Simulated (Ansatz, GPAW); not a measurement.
# Geometry or basis: what sets the conductance of a Ag chain with one Mg atom in line, part 2 of 4

How well does a Ag chain with one Mg atom in line conduct once its atoms have relaxed, and how much do cheaper levels lose?

GPAW 26.7.0 and Ansatz 0.2.0; Ansatz plane waves; relaxation of the junction with the lead ends held; PAW set soft_1 (the session's first sound run).

So far. Step 2 (Relaxing the atoms): The relaxation lowered the energy of the cell by 0.0455 eV.

## Step 3: Plane-wave reference (PBE)

Plane waves give the reference curve, free of the bias of atom-centred orbitals.

This step: Ansatz plane waves; Landauer transmission by layers, zero bias; PAW set soft_1 (Ansatz 0.2.0).

input.yaml reads:

```yaml
crystal:
  lattice:
    - [9.0, 0.0, 0.0]
    - [0.0, 9.0, 0.0]
    - [0.0, 0.0, 40.1284]
  atoms:
    - { symbol: Ag, position: [0.5, 0.5, 0.033143609] }
    - { symbol: Ag, position: [0.5, 0.5, 0.099430827] }
    - { symbol: Ag, position: [0.5, 0.5, 0.1657180451] }
    - { symbol: Ag, position: [0.5, 0.5, 0.2320052631] }
    - { symbol: Ag, position: [0.5, 0.5, 0.2982924811] }
    - { symbol: Ag, position: [0.4940375758, 0.4959398225, 0.365693114] }
    - { symbol: Ag, position: [0.4992272324, 0.5019792543, 0.4338480665] }
    - { symbol: Mg, position: [0.4994423756, 0.5015323662, 0.499991771] }
    - { symbol: Ag, position: [0.5040851057, 0.5019984955, 0.5661274166] }
    - { symbol: Ag, position: [0.4970542644, 0.500546507, 0.6342804489] }
    - { symbol: Ag, position: [0.5, 0.5, 0.7017075189] }
    - { symbol: Ag, position: [0.5, 0.5, 0.7679947369] }
    - { symbol: Ag, position: [0.5, 0.5, 0.8342819549] }
    - { symbol: Ag, position: [0.5, 0.5, 0.900569173] }
    - { symbol: Ag, position: [0.5, 0.5, 0.966856391] }
kpoints:
  mp_grid: { grid: [1, 1, 2] }
hamiltonian:
  xc: pbe
  pseudopotentials: { kind: paw, azcp: { folder: soft_1 } }
scf:
  occupations: { method: fermi_dirac, width: 0.1 }
output:
  transmission:
    leads: [[0, 1]]
    e_range: [-2, 2]
    de: 0.025
    kmesh: [1, 1]
    reduced_basis: true
  write_potential: true
  write_density: true
  volumetric_format: npy
  elf: true
```

Started as:

```console
ansatz run input.yaml --threads 4 --pin off --max-ram 8192MiB --backend cpu --events-out ev --progress --plain --runs-dir out
```

Numbers of over 12 decimals in the logs are rounded to 6 here.

Log:

```text
[...]
Crystal: 15 atoms, lattice volume = 3250.400 Å³
Basis set: ecut = 420 eV, 63483 PW (Γ)
Bands: 166, of which v1, the nominal top of the filled ones, is band 138 counted from 1 (137 counted from 0)
Symmetry: 1 space group operations
[...]
k-points: 2
[...]
SCF iter   9: F=-108173.075577 eV  HF=-108173.075577 eV  |F-HF|=2.59e-9  |Δ(HF+E_count)|=   6.37e-8  Δρ=7.34e-7  dr2=1.96e-8  ethr=3.62e-11  ⟨swp⟩=21.5  Hψ=1636  notcnv=0
SCF 1 converged in 9 iterations: F = -108173.075577 eV  dr2 = 1.96e-8
[...]
transmission: 51 of 306 steps passed
transmission: 102 of 306 steps passed
[...]
transmission: 306 of 306 steps passed
WARN: The output density's exchange-correlation potential varies sharply where the density is thin. Do not read a vacuum level from v_tot or v_xc, or from such a field of the output density. On a cell that repeats whose density bears no net charge and no dipole along the vacuum's axis use v_es (v_loc + v_h of the components); under efield.dipole_correction with no amplitude use v_es + v_field, which holds any externa [...]
SCF converged after 9 iterations
Free energy (F): -108173.075577 eV
[...]
Internal energy: -108172.878714 eV  (E = F + TS)
E sigma→0 (E₀):  -108172.977146 eV
Entropy (-TS):   -0.196863 eV (-13.124 meV/atom)
Fermi energy:    -3.211835 eV
[...]
--- Band table (eV) ---
  k-point 0: bands = [... 134 lower, -4.1336, -3.8037, -3.7796, -3.2369, -3.2016, -2.4114, -2.3238, -1.2922, ... 24 higher]
  k-point 1: bands = [... 134 lower, -4.0030, -3.9809, -3.5503, -3.5229, -2.8611, -2.8017, -1.8847, -1.7734, ... 24 higher]
--- Transmission ---
  basis      : 717 plane waves across, 51 finite elements along
  points     : 1, standing for a mesh of 1 x 1
  filling    : by the input's occupations and mesh, since the crystals that have channels conduct as metals do. If one of these is a semiconductor, that mesh has misplaced its level
  energies   : 161 from -2.000000 to 2.000000 eV about the Fermi level, 0.025000 eV apart; the leads are filled to 0.000000 eV, and channels, transmission and decay are at 0.000000 eV
  crystal 0  : Ag1, at the sites [0, 1], period 2.6600 Å, over 26.60 Å; its Hamiltonian steps by up to 2.3 meV
    offset         : up to 0.0000 Å between an atom of the period and one for which it stands
    filled         : 10.2 meV over the level at which it is neutral
    channels       : 1.000000e0 a spin
    conductance    : 9.5655e13 S/m² at 300 K; may be off by some 0.0 % by where its bands' edges are placed, 0.0 % from the distance to neutral
  junction   : crystal 0 to crystal 0, 0.70 to 38.17 Å
    transmission   : 9.749561e-1 a spin
    error estimate : 4.961666e-5 a spin from the reduction of the transverse basis, at the most 6.652886e-4 at -0.975000 eV
    conductance    : 9.3241e13 S/m² at 300 K (9.3241e13 on every other energy)
    error estimate : 0.0 % from the energy spacing and 0.0 % from band edges of the leads and from resonances (wavevectors taken as independent; lower de), 0.0 % from the reduction of the transverse basis, 0.0 % from the steps of its leads' Hamiltonians or their offsets (lay more layers), 0.0 % from the distance to neutral
    resistance     : 2.7067e-4 Ω µm² beyond half of each lead's own
```

Wall time 68 s (4 threads of AMD EPYC 9R14 (Zen 4), shared host); peak memory 4.8 GiB; 3.2 min of CPU time.

The column dr2 measures how far the density is from self-consistency, as an energy; F and HF (Harris–Foulkes) agree once it is small.

Numbers from this step:

- free energy: -108173.0756 eV
- lead level: 0 eV from the Fermi level
- transmission at the Fermi level (one spin): 0.9750
- open channels of the lead at the Fermi level (one spin): 1
- step of the potential along the lead: 2.3 meV
- offset of the lead: 0 Å
- filling of the lead less its bulk value, in size: 10.2 meV
- conductance: 0.9748 G₀

One spin. The transmission, zone mean by energy, zero at the Fermi level:

```csv
energy (eV),"transmission, zone mean"
-2.000,0.00407
-1.900,0.00398
-1.800,0.0156
-1.700,0
-1.600,0
-1.500,0
-1.400,0
-1.300,0
-1.200,0
-1.100,0.192
-1.000,0.925
-0.900,0.948
-0.800,0.959
-0.700,0.967
-0.600,0.972
-0.500,0.974
-0.400,0.976
-0.300,0.978
-0.200,0.978
-0.100,0.978
0.000,0.975
0.100,0.971
0.200,0.965
0.300,0.958
0.400,0.951
0.500,0.945
0.600,0.939
0.700,0.933
0.800,0.929
0.900,0.925
1.000,0.921
1.100,0.918
1.200,0.915
1.300,0.912
1.400,0.909
1.500,0.907
1.600,0.905
1.700,0.902
1.800,0.900
1.900,0.897
2.000,0.893
```

One spin. The open channels, zone mean by energy, zero at the Fermi level:

energy (eV), open channels, zone mean and a bar:
```
   -2.000       3.00 ##############################
   -1.800       1.00 ##########
   -1.600       0.00 
   -1.400       0.00 
   -1.200       0.00 
   -1.000       1.00 ##########
   -0.800       1.00 ##########
   -0.600       1.00 ##########
   -0.400       1.00 ##########
   -0.200       1.00 ##########
    0.000       1.00 ##########
    0.200       1.00 ##########
    0.400       1.00 ##########
    0.600       1.00 ##########
    0.800       1.00 ##########
    1.000       1.00 ##########
    1.200       1.00 ##########
    1.400       1.00 ##########
    1.600       1.00 ##########
    1.800       1.00 ##########
    2.000       1.00 ##########
```

Crystal 0, spin -, k parallel (0, 0); distinct values, listed up to 1.5 1/Å. Table of Im kz of the slowest decaying states by energy, zero at the Fermi level:

```
energy (eV)  decay 1 (Å⁻¹)  decay 2 (Å⁻¹)  decay 3 (Å⁻¹)  decay 4 (Å⁻¹)
     -2.000          0.585          0.772           1.34           1.35
     -1.800          0.191          0.191          0.514          0.868
     -1.600          0.194          0.280           0.28          0.431
     -1.400          0.294          0.331          0.339           1.00
     -1.200          0.187          0.368          0.382           1.05
     -1.000          0.416          0.416          0.430           1.09
     -0.800          0.442          0.442          0.483           1.13
     -0.600          0.463          0.463          0.531           1.16
     -0.400          0.479          0.573           1.16           1.19
     -0.200          0.491          0.491          0.612           1.14
      0.000          0.500          0.646           1.12           1.17
      0.200          0.505          0.677           1.09           1.15
      0.400          0.507          0.507          0.706           1.07
      0.600          0.506          0.731           1.04           1.11
      0.800          0.502          0.502          0.755           1.01
      1.000          0.495          0.776          0.986           1.08
      1.200          0.484          0.796          0.958           1.06
      1.400          0.471          0.814          0.929           1.04
      1.600          0.454          0.830          0.900           1.03
      1.800          0.433          0.845          0.869           1.01
      2.000          0.408          0.837          0.859          0.978
```

Crystal 0, spin -, k parallel (0, 0). The Re kz of states that move upwards by energy, zero at the Fermi level:

```
energy (eV)  channel 1 (Å⁻¹)  channel 2 (Å⁻¹)  channel 3 (Å⁻¹)
     -2.000           -0.110           -0.110            0.938
     -1.900            0.995                -                -
     -1.800             1.08                -                -
     -1.700                -                -                -
     -1.600                -                -                -
     -1.500                -                -                -
     -1.400                -                -                -
     -1.300                -                -                -
     -1.200                -                -                -
     -1.100           0.0362                -                -
     -1.000            0.192                -                -
     -0.900            0.268                -                -
     -0.800            0.326                -                -
     -0.700            0.374                -                -
     -0.600            0.415                -                -
     -0.500            0.452                -                -
     -0.400            0.485                -                -
     -0.300            0.515                -                -
     -0.200            0.543                -                -
     -0.100            0.569                -                -
      0.000            0.593                -                -
      0.100            0.616                -                -
      0.200            0.637                -                -
      0.300            0.658                -                -
      0.400            0.677                -                -
      0.500            0.696                -                -
      0.600            0.714                -                -
      0.700            0.731                -                -
      0.800            0.748                -                -
      0.900            0.764                -                -
      1.000            0.779                -                -
      1.100            0.794                -                -
      1.200            0.809                -                -
      1.300            0.823                -                -
      1.400            0.837                -                -
      1.500            0.851                -                -
      1.600            0.864                -                -
      1.700            0.878                -                -
      1.800            0.891                -                -
      1.900            0.903                -                -
      2.000            0.916                -                -
```

The electrostatic potential energy of an electron (with the applied field's), less the Fermi level, planar mean oscillates, so the rows of the table below give means over windows of 2.68 Å about each position, cut where the curve ends. Its maxima inside the range that stand out by 2 % of the span (Å: eV): 2.7: 4.83, 5.4: 4.82, 8.0: 4.81, 10.7: 4.78, 13.2: 4.72, 16.1: 4.52, 18.6: 4.07, 21.6: 4.07, 24.1: 4.52, 26.9: 4.72, 29.4: 4.78, 32.1: 4.81, 34.8: 4.82, 37.5: 4.83. Its first 14 minima: 1.3: 3.77, 4.0: 3.76, 6.7: 3.76, 9.4: 3.74, 12.0: 3.69, 14.9: 3.55, 17.5: 3.27, 20.1: 2.02, 22.6: 3.27, 25.3: 3.55, 28.1: 3.69, 30.8: 3.74, 33.4: 3.76, 36.1: 3.76.

Electrostatic potential energy of an electron (with the applied field's), less the Fermi level, planar mean against z; means over each step:

```csv
z (Å),"electrostatic potential energy of an electron (with the applied field's), less the Fermi level, planar mean (eV)"
1.34,4.25
4.02,4.25
6.70,4.24
9.38,4.22
12.06,4.17
14.74,4.04
17.42,3.74
20.10,3.17
22.78,3.76
25.46,4.05
28.14,4.17
30.82,4.22
33.50,4.24
36.18,4.25
38.86,4.20
```

The valence density, planar mean oscillates, so the rows of the table below give means over windows of 2.68 Å about each position, cut where the curve ends. Its first 14 maxima inside the range that stand out by 2 % of the span (Å: e/Å³): 1.3: 0.239, 4.0: 0.238, 6.7: 0.238, 9.4: 0.236, 12.0: 0.235, 14.7: 0.238, 17.4: 0.239, 20.1: 0.163, 22.7: 0.239, 25.4: 0.238, 28.1: 0.235, 30.8: 0.236, 33.4: 0.238, 36.1: 0.238. Its minima: 2.7: 0.0112, 5.4: 0.0112, 8.0: 0.0113, 10.7: 0.0114, 13.4: 0.0108, 16.1: 0.0102, 19.2: 0.00924, 21.0: 0.00924, 24.1: 0.0102, 26.8: 0.0108, 29.4: 0.0114, 32.1: 0.0113, 34.8: 0.0112, 37.5: 0.0112.

Table of valence density, planar mean by z; means over each step:

z (Å), valence density, planar mean (e/Å³) and a bar from the least value:
```
     1.34      0.088 ##########################
     4.02      0.088 ##########################
     6.70      0.088 ##########################
     9.38      0.088 ##########################
    12.06      0.088 ##########################
    14.74      0.087 ##########################
    17.42      0.088 ##########################
    20.10      0.045 
    22.78      0.088 ##########################
    25.46      0.088 ##########################
    28.14      0.088 ##########################
    30.82      0.088 ##########################
    33.50      0.088 ##########################
    36.18      0.088 ##########################
    38.86      0.094 ##############################
```

Valence density in the ca plane at fractional y = 0.496, with atoms of Ag and Mg within 0.2 Å of it. It is the smooth field of the valence electrons, not physical close to the nuclei.

Ten steps, logarithmic in the rise over the least value, from '0' (0 e/Å³) to '9' (22 e/Å³), each cell a mean:
```
00000000000000000000000000000000000000000000
00000000000000000000000000000000000000000000
00000000000000000000000000000000000000000000
00000000000000000000000000000000000000000000
00000000000000000000000000000000000000000000
00000000000000000000000000000000000000000000
00000000000000000000000000000000000000000000
00000000000000000000000000000000000000000000
00111100001110000111100000000000111100001110
11344311113432101344311001110012454210124431
12578631146764212577631125751114687521257763
13799742258986213799741138972125899631369984
13689731258985213688731137962124788521268974
12466421136763112466421113421112465311146652
01122210012321001122210000000001122100012321
00000000000100000000000000000000000000000000
00000000000000000000000000000000000000000000
00000000000000000000000000000000000000000000
00000000000000000000000000000000000000000000
00000000000000000000000000000000000000000000
00000000000000000000000000000000000000000000
00000000000000000000000000000000000000000000
00000000000000000000000000000000000000000000
00000000000000000000000000000000000000000000
```
Columns run along c (16.0 Å, from fractional 0.27 to 0.67 of the cell), rows up along a (9.0 Å). Atoms in or near the plane, at fractional coordinates: Ag at (0.30, 0.50), Ag at (0.37, 0.49), Ag at (0.43, 0.50), Mg at (0.50, 0.50), Ag at (0.57, 0.50), Ag at (0.63, 0.50).

ELF in the ca plane at fractional y = 0.496, with atoms of Ag and Mg within 0.2 Å of it. It is the smooth field of the valence electrons, not physical close to the nuclei.

Values, 13 rows by 16 columns, each cell a mean:
```
0.00 0.00 0.00 0.00 0.00 0.00 0.00 0.00 0.00 0.00 0.00 0.00 0.00 0.00 0.00 0.01
0.01 0.02 0.01 0.02 0.02 0.01 0.02 0.02 0.01 0.01 0.01 0.02 0.02 0.01 0.02 0.02
0.05 0.07 0.05 0.06 0.06 0.04 0.06 0.09 0.09 0.09 0.10 0.10 0.08 0.04 0.06 0.07
0.11 0.14 0.11 0.13 0.14 0.10 0.14 0.20 0.33 0.38 0.36 0.22 0.16 0.10 0.13 0.14
0.16 0.22 0.17 0.18 0.21 0.16 0.21 0.25 0.51 0.34 0.52 0.27 0.23 0.16 0.20 0.20
0.23 0.47 0.23 0.30 0.41 0.18 0.39 0.37 0.32 0.21 0.29 0.34 0.46 0.19 0.37 0.37
0.28 0.65 0.27 0.41 0.61 0.20 0.54 0.49 0.25 0.26 0.27 0.40 0.61 0.21 0.52 0.52
0.21 0.38 0.21 0.28 0.38 0.18 0.33 0.32 0.39 0.16 0.35 0.31 0.35 0.18 0.33 0.32
0.15 0.19 0.16 0.17 0.19 0.15 0.19 0.24 0.50 0.44 0.53 0.27 0.20 0.15 0.18 0.18
0.09 0.12 0.10 0.11 0.12 0.09 0.12 0.17 0.26 0.29 0.27 0.18 0.13 0.08 0.12 0.12
0.03 0.05 0.04 0.05 0.06 0.03 0.05 0.07 0.06 0.05 0.06 0.06 0.05 0.03 0.05 0.05
0.01 0.01 0.01 0.01 0.01 0.01 0.01 0.01 0.01 0.01 0.01 0.01 0.01 0.01 0.01 0.01
0.00 0.00 0.00 0.00 0.00 0.00 0.00 0.00 0.00 0.00 0.00 0.00 0.00 0.00 0.00 0.00
```
Columns run along c (16.0 Å, from fractional 0.27 to 0.67 of the cell), rows up along a (9.0 Å). Atoms in or near the plane, at fractional coordinates: Ag at (0.30, 0.50), Ag at (0.37, 0.49), Ag at (0.43, 0.50), Mg at (0.50, 0.50), Ag at (0.57, 0.50), Ag at (0.63, 0.50).

Electrostatic potential energy in the ca plane at fractional y = 0.496, with atoms of Ag and Mg within 0.2 Å of it. With pseudopotentials it is smooth inside the atoms' cores, unlike the true potential.

Values in eV, 13 rows by 16 columns, each cell a mean:
```
  2   2   2   2   2   2   1   1   1   1   1   1   1   1   2   2
  2   2   2   2   2   2   1   1   1   1   1   1   1   2   2   2
  2   2   2   2   2   2   1   1   1   1   1   1   1   1   2   2
  2   1   2   1   1   1   1   1   0   0   0   1   1   1   1   1
  0  -3   0  -1  -2   0  -2  -2  -1  -5  -2  -2  -4   0  -2  -2
 -9 -25  -9 -15 -22  -4 -21 -19  -6 -24  -9 -16 -25  -5 -20 -20
-15 -19 -15 -21 -20  -9 -22 -22 -10 -30 -15 -21 -21  -9 -22 -22
 -6 -20  -5 -12 -20  -3 -16 -14  -4 -18  -7  -9 -18  -3 -16 -16
  1  -1   1   0  -1   1  -1   0  -1  -3  -1   0   0   1   0   0
  2   2   2   1   1   1   1   1   1   0   0   1   1   1   1   1
  2   2   2   2   2   2   1   1   1   1   1   1   1   2   2   2
  2   2   2   2   2   2   1   1   1   1   1   1   1   1   2   2
  2   2   2   2   2   2   1   1   1   1   1   1   1   1   2   2
```
Columns run along c (16.0 Å, from fractional 0.27 to 0.67 of the cell; values clipped at the 3rd and 97th percentile), rows up along a (9.0 Å). Atoms in or near the plane, at fractional coordinates: Ag at (0.30, 0.50), Ag at (0.37, 0.49), Ag at (0.43, 0.50), Mg at (0.50, 0.50), Ag at (0.57, 0.50), Ag at (0.63, 0.50).

T at the Fermi level is 0.975 of 1 open channels a spin.

[end of part 2 of 4]

[Logs are printed without paths, hosts, clocks, repeated set-up lines and the standing remarks that a program may print on its own settings, such as how far it seeks lower states.]

[Hosts, paths, dates, database ids (printed as entryN), source tags and the programs' standing remarks are cut or masked in the printed files.]
